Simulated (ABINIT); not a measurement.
Wanted: the native input for an ABINIT 10.8.3 (patched build) run.

| Quantity | Value |
| --- | --- |
| Task | single point |
| Functional | PBE |
| Potentials or basis | JTH PAW PBE v2.0 |
| Cutoff | 408 eV |
| k mesh | 9 × 9 × 2 |
| Occupations | fermi-dirac, width 0.05 eV |
| Spin | no spin polarisation |
| Fine-grid cutoff | 816.342 eV |

The system is MoSe2.

```
CELL_PARAMETERS angstrom
3.28800 0.00000 0.00000
-1.64400 2.84749 0.00000
0.00000 0.00000 12.90000
ATOMIC_POSITIONS crystal
Mo 0.66667 0.33333 0.75000
Mo 0.33333 0.66667 0.25000
Se 0.66667 0.33333 0.37500
Se 0.33333 0.66667 0.87500
Se 0.66667 0.33333 0.12500
Se 0.33333 0.66667 0.62500
```

One way to write it, as run:

run.abi

```
# Pseudopotentials
pp_dirpath "./"
pseudos "Mo.GGA_PBE-JTH.xml, Se.GGA_PBE-JTH.xml"

# Structure
acell 3*1.0
rprim
     6.2134194978     0.0000000000     0.0000000000
    -3.1067097489     5.3809791294     0.0000000000
     0.0000000000     0.0000000000    24.3774670077
ntypat 2
znucl 42 34
natom 6
typat 1 1 2 2 2 2
xred
     0.6666666667     0.3333333333     0.7500000000
     0.3333333333     0.6666666667     0.2500000000
     0.6666666667     0.3333333333     0.3750000000
     0.3333333333     0.6666666667     0.8750000000
     0.6666666667     0.3333333333     0.1250000000
     0.3333333333     0.6666666667     0.6250000000

# Plane-wave basis
ecut 408.170794 eV
pawecutdg 30.0
pawxcdev 0

# k points
kptopt 1
ngkpt 9 9 2
nshiftk 1
shiftk 0.0 0.0 0.0

# Exchange and correlation
ixc 11

# Bands and occupations
nband 32
occopt 3
tsmear 0.05 eV

# SCF cycle
nstep 100
tolvrs 1.0e-9

# Output
iomode 3
prtwf 0
prteig 0
prtebands 0
enunit 1
prtden 1
prtvha 1
prtvclmb 1
prtpot 1
```

Potentials or basis: JTH PAW PBE v2.0.

Launch:

```sh
$ abinit run.abi > log 2>&1
```

Results of the run:

```
Pressure                                              : 8.3 GPa
Largest force                                         : 1.138 eV/Å
Band gap on the k mesh                                : 0.89 eV, indirect (least direct gap 1.38 eV)
Valence electrons inside the program's atomic spheres : Mo 11.32; Se 4.04, 4.03
```

Caveat: an odd mesh through Γ misses points on the zone boundary, where band edges often lie; the cell's inner coordinates are idealised or old, which leaves forces on the atoms; this functional lacks dispersion, which binds the layers, so the pressure and a relaxed spacing across them are unreliable.

It took 81 s on 1 thread of Arm Neoverse V2 (shared host), peak memory 0.19 GiB.
